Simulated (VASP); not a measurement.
# Dy (P6_3/mmc) in VASP: single point with revPBE

Aim: the single point of Dy with revPBE.

All numbers are computed with VASP 6.6.1; they aren't measurements. Logs are shortened: lines on timing, memory, paths and dates and some standing lists are left out, and cuts for length are marked.

### 1 Starting point

The structure is hexagonal, space group P6_3/mmc (No. 194). The conventional cell has a = 3.708 Å, b = 3.708 Å, c = 5.987 Å, α = 90.00°, β = 90.00°, γ = 120.00°. Around Dy (site symmetry -6m2) lie 12 Dy at 3.68 to 3.71 Å.

### 2 Single point, revPBE, collinear spin, typed start

File INCAR:

```
ALGO = Normal
EDIFF = 1E-6
ENCUT = 520
GGA = RE
ISIF = 2
ISMEAR = -1
ISPIN = 2
LASPH = T
LCHARG = F
LMAXMIX = 6
LORBIT = 11
LREAL = F
LWAVE = F
MAGMOM = 4.676 4.676
NBANDS = 31
NELM = 150
PREC = Accurate
SIGMA = 0.1
```

File KPOINTS:

```
k-points
0
Gamma
  5 5 3
```

File POSCAR:

```
Dy
1.0
    3.7078674368      0.0000000000      0.0000000000
   -1.8539337184      3.2111073942      0.0000000000
    0.0000000000      0.0000000000      5.9865572497
Dy
2
Direct
    0.3333333333      0.6666666667      0.2500000000
    0.6666666667      0.3333333333      0.7500000000
```

Potentials or basis: VASP PAW PBE potentials, release 64 (Dy).

Command:

```
> cat potpaw_PBE.64/Dy/POTCAR > POTCAR
> mpirun -np 1 vasp_std > vasp.out
```

OUTCAR:

```text
EDIFF = 1E-6
   ENCUT = 520
   GGA = RE
   ISIF = 2
   ISMEAR = -1
   ISPIN = 2
   LASPH = T
   LORBIT = 11
   LREAL = F
   NELM = 150
   PREC = Accurate

 ion  position               nearest neighbor table
   1  0.333  0.667  0.250-
   2  0.667  0.333  0.750-

  LATTYP: Found a hexagonal cell.
 ALAT       =     3.7078674368
 C/A-ratio  =     1.6145553615

  Lattice vectors:

 A1 = (   3.7078674368,   0.0000000000,   0.0000000000)
 A2 = (  -1.8539337184,   3.2111073942,   0.0000000000)
 A3 = (   0.0000000000,   0.0000000000,   5.9865572497)

Analysis of symmetry for initial positions (statically):
=====================================================================
 Subroutine PRICEL returns:
 Original cell was already a primitive cell.

 Routine SETGRP: Setting up the symmetry group for a
 hexagonal supercell.

 Subroutine GETGRP returns: Found 24 space group operations
 (whereof 12 operations were pure point group operations)
 out of a pool of 24 trial point group operations.

The static configuration has the point symmetry D_3d.
 The point group associated with its full space group is D_6h.

Analysis of symmetry for dynamics (positions and initial velocities):
=====================================================================
 Subroutine PRICEL returns:
 Original cell was already a primitive cell.

 Routine SETGRP: Setting up the symmetry group for a
 hexagonal supercell.

 Subroutine GETGRP returns: Found 24 space group operations
 (whereof 12 operations were pure point group operations)
 out of a pool of 24 trial point group operations.

The dynamic configuration has the point symmetry D_3d.
 The point group associated with its full space group is D_6h.

Analysis of structural, dynamic, and magnetic symmetry:
=====================================================================
 Subroutine PRICEL returns:
 Original cell was already a primitive cell.

 Routine SETGRP: Setting up the symmetry group for a
 hexagonal supercell.

 Subroutine GETGRP returns: Found 24 space group operations
 (whereof 12 operations were pure point group operations)
 out of a pool of 24 trial point group operations.

The overall configuration has the point symmetry D_3d.
 The point group associated with its full space group is D_6h.

 Subroutine INISYM returns: Found 24 space group operations
 (whereof 12 operations are pure point group operations),
 and found     1 'primitive' translations

----------------------------------------------------------------------------------------

                                     Primitive cell

  volume of cell :      71.2781

  direct lattice vectors                    reciprocal lattice vectors
     3.707867437  0.000000000  0.000000000     0.269696805  0.155709523  0.000000000
    -1.853933718  3.211107394  0.000000000     0.000000000  0.311419046  0.000000000
     0.000000000  0.000000000  5.986557250     0.000000000  0.000000000  0.167040915

  length of vectors
     3.707867437  3.707867437  5.986557250     0.311419046  0.311419046  0.167040915

  position of ions in fractional coordinates (direct lattice)
     0.333333333  0.666666667  0.250000000
     0.666666667  0.333333333  0.750000000

  ion indices of the primitive-cell ions
   primitive index   ion index
                 1           1
                 2           2

----------------------------------------------------------------------------------------

 KPOINTS: k-points

Automatic generation of k-mesh.
 Grid dimensions read from file:
 generate k-points for:    5    5    3

 Generating k-lattice:

  Cartesian coordinates                     Fractional coordinates (reciprocal lattice)
     0.053939361  0.031141905  0.000000000     0.200000000 -0.000000000  0.000000000
     0.000000000  0.062283809  0.000000000     0.000000000  0.200000000  0.000000000
     0.000000000  0.000000000  0.055680305     0.000000000  0.000000000  0.333333333

  Length of vectors
     0.062283809  0.062283809  0.055680305

  Shift w.r.t. Gamma in fractional coordinates (k-lattice)
     0.000000000  0.000000000  0.000000000

 Subroutine IBZKPT returns following result:
 ===========================================

 Found     10 irreducible k-points:

 Following reciprocal coordinates:
            Coordinates               Weight
  0.000000  0.000000  0.000000      1.000000
  0.200000  0.000000  0.000000      6.000000
  0.400000  0.000000  0.000000      6.000000
  0.200000  0.200000  0.000000      6.000000
  0.400000  0.200000  0.000000      6.000000
  0.000000  0.000000  0.333333      2.000000
  0.200000  0.000000  0.333333     12.000000
  0.400000  0.000000  0.333333     12.000000
  0.200000  0.200000  0.333333     12.000000
  0.400000  0.200000  0.333333     12.000000
   k-points           NKPTS =     10   k-points in BZ     NKDIM =     10   number of bands    NBANDS=     31
   number of dos      NEDOS =    301   number of ions     NIONS =      2
   total plane-waves  NPLWV =  37632
   dimension x,y,z NGX =    28 NGY =   28 NGZ =   48
   dimension x,y,z NGXF=    56 NGYF=   56 NGZF=   96
   ions per type =               2
   NGX,Y,Z   is equivalent  to a cutoff of  12.55, 12.55, 13.33 a.u.
   NGXF,Y,Z  is equivalent  to a cutoff of  25.11, 25.11, 26.66 a.u.
 SYSTEM =  unknown system
   PREC   = accura    normal or accurate (medium, high low for compatibility)
   ISTART =      0    job   : 0-new  1-cont  2-samecut
   ICHARG =      2    charge: 1-file 2-atom 10-const
   ISPIN  =      2    spin polarized calculation?
   LNONCOLLINEAR =      F non collinear calculations
   LSORBIT =      F    spin-orbit coupling
   LASPH  =      T    aspherical Exc in radial PAW
   ENCUT  =  520.0 eV  38.22 Ry    6.18 a.u.   6.89  6.89 11.13*2*pi/ulx,y,z
   NELM   =    150;   NELMIN=  2; NELMDL= -5     # of ELM steps
   EDIFF  = 0.1E-05   stopping-criterion for ELM
   LREAL  =      F    real-space projection
   EDIFFG = 0.1E-04   stopping-criterion for IOM
   NSW    =      0    number of steps for IOM
   IBRION =     -1    ionic relax: 0-MD 1-quasi-New 2-CG
   NFREE  =      0    steps in history (QN), initial steepest desc. (CG)
   ISIF   =      2    stress and relaxation
   ISYM   =      2    0-nonsym 1-usesym 2-fastsym
   POTIM  = 0.5000    time-step for ionic-motion
   TEBEG  =    0.0;   TEEND  =   0.0 temperature during run
   PSTRESS=    0.0 pullay stress
   NELECT =      40.0000    total number of electrons
   NUPDOWN=      -1.0000    fix difference up-down
   EMIN   =  10.00;   EMAX   =-10.00  energy-range for DOS
   EFERMI =   0.00;   METHOD = LEGACY
   ISMEAR =    -1;   SIGMA  =   0.10  broadening in eV -4-tet -1-fermi 0-gaus
   EFERMI_NEDOS =   21; number of points for ismear=-14 and -15
   IALGO  =     38    algorithm
   IMIX   =      4    mixing-type and parameters
     AMIX     =   0.40;   BMIX     =  1.00
     AMIX_MAG =   1.60;   BMIX_MAG =  1.00
  volume/ion in A,a.u.               =      35.64       240.50
  Fermi-wavevector in a.u.,A,eV,Ry     =   1.350339  2.551770 24.809068  1.823415
  Thomas-Fermi vector in A             =   2.477852
   LORBIT       =     11    0 simple, 1 ext, 2 COOP (PROOUT), +10 PAW based schemes
   GGA     = RE    functional components
   LHFCALC =     F    Hartree Fock is set to
   AEXX    =    0.0000 exact exchange contribution
   IVDW    =     0    specifies the selected vdW correction
   LEPSILON=     F    determine dielectric tensor
   LRPA    =     F    only Hartree local field effects (RPA)
 spin polarized calculation
  energy-cutoff  :      520.00
  volume of cell :       71.28
 maximum number of plane-waves:      1928
 NGX is ok and might be reduce to    28
   NGX = 13   NGY = 13   NGZ = 23

 number of electron      40.0000009 magnetization      10.0648853

 number of electron      40.0000009 magnetization       9.8690719

 Free energy of the ion-electron system (eV)
  ---------------------------------------------------
  ext. energy  EPLUGINS =         0.00000000
  ---------------------------------------------------
  free energy    TOTEN  =       -15.49425095 eV

  energy without entropy =      -15.11827405  energy(sigma->0) =      -15.30626250

 E-fermi :   2.3332     XC(G=0):  -9.5009

 val. band max:        2.3228677940   @ k =   0.4000   0.2000   0.3333
 cond. band min:       2.3487609187   @ k =   0.4000   0.0000   0.3333
 fundamental gap:      0.0258931247
 Fermi energy:         2.3331845979

 spin component 1

 k-point     1 :       0.0000    0.0000    0.0000
  band No.  band energies     occupation
      1     -44.8992      1.00000
      2     -44.8647      1.00000
      3     -21.0469      1.00000
      4     -20.5693      1.00000
      5     -20.5169      1.00000
      6     -20.5169      1.00000
[... 23 lines left out ...]
     30       4.8804      0.00000
     31       5.4416      0.00000
[... 274 lines left out ...]
  band No.  band energies     occupation
      1     -44.8616      1.00000
      2     -44.8580      1.00000
      3     -20.9018      1.00000
      4     -20.8660      1.00000
      5     -20.7268      1.00000
      6     -20.6644      1.00000
[... 23 lines left out ...]
     30       5.9501      0.00000
     31       7.2090      0.00000
 Fermi energy:         2.3331845979

 spin component 2

 k-point     1 :       0.0000    0.0000    0.0000
  band No.  band energies     occupation
      1     -42.7735      1.00000
      2     -42.7330      1.00000
      3     -19.5176      1.00000
      4     -18.9862      1.00000
      5     -18.9862      1.00000
      6     -18.9663      1.00000
[... 23 lines left out ...]
     30       5.5754      0.00000
     31       6.1942      0.00000
[... 275 lines left out ...]
      1     -42.7292      1.00000
      2     -42.7250      1.00000
      3     -19.3972      1.00000
      4     -19.3575      1.00000
      5     -19.2089      1.00000
      6     -19.1348      1.00000
[... 23 lines left out ...]
     30       6.6673      0.00000
     31       7.9518      0.00000

------------------------ aborting loop because EDIFF is reached ----------------------------------------

  FORCE on cell =-STRESS in cart. coord.  units (eV):
  Direction    XX          YY          ZZ          XY          YZ          ZX
  --------------------------------------------------------------------------------------
  -------------------------------------------------------------------------------------
  Total        0.1212608      0.1212608      0.0418562      0.0000000      0.0000000     -0.0000000
  in kB        2.7256794      2.7256794      0.9408377      0.0000000      0.0000000     -0.0000000
  external PRESSURE =       2.1307321 kB  Pullay stress =       0.0000000 kB

 VOLUME and BASIS-vectors are now :
 -----------------------------------------------------------------------------
  energy-cutoff  :      520.00
  volume of cell :       71.28
      direct lattice vectors                 reciprocal lattice vectors
     3.707867437  0.000000000  0.000000000     0.269696805  0.155709523  0.000000000
    -1.853933718  3.211107394  0.000000000     0.000000000  0.311419046  0.000000000
     0.000000000  0.000000000  5.986557250     0.000000000  0.000000000  0.167040915

 POSITION                                       TOTAL-FORCE (eV/Angst)
 -----------------------------------------------------------------------------------
     -0.00000      2.14074      1.49664         0.000000     -0.000000     -0.000000
      1.85393      1.07037      4.48992        -0.000000      0.000000      0.000000
 -----------------------------------------------------------------------------------
    total drift:                               -0.000000      0.000000     -0.000000

  FREE ENERGIE OF THE ION-ELECTRON SYSTEM (eV)
  ---------------------------------------------------
  free  energy   TOTEN  =       -15.4942509474 eV

  energy  without entropy=      -15.1182740502  energy(sigma->0) =      -15.30626250

 total charge

# of ion       s       p       d       f       tot
--------------------------------------------------
    1        2.153   5.831   0.448   9.299  17.732
    2        2.153   5.831   0.448   9.299  17.732
--------------------------------------------------
tot          4.307  11.662   0.897  18.598  35.463

 magnetization (x)

# of ion       s       p       d       f       tot
--------------------------------------------------
    1        0.010  -0.036   0.115   4.553   4.641
    2        0.010  -0.036   0.115   4.553   4.641
--------------------------------------------------
tot          0.019  -0.072   0.229   9.106   9.282
```

Wall time 54 s (1 thread of Intel Xeon 6975P-C (Granite Rapids), shared host); peak memory 0.23 GiB.

What came out:

```
Free energy                                           : -15.4943 eV
Pressure                                              : 0.2 GPa
Band gap on the k mesh                                : none (metal or under the smearing width)
Net moment                                            : 9.87 μB per cell
Site moments                                          : Dy +4.64 μB
Valence electrons inside the program's atomic spheres : Dy 17.73
```

Stress tensor (GPa, compression positive):
```
0.27 0.00 0.00
0.00 0.27 0.00
0.00 0.00 0.09
```

Caveat: the k mesh is coarse (spacing up to 0.39 Å⁻¹), so the values aren't converged; the magnetic or orbital state may not be the lowest; the PAW data sets were made with another functional, which shifts forces and pressure a little; spin-orbit coupling is left out, which moves the levels of the heavy elements. The state reached can hang on the start; a lower one may exist.
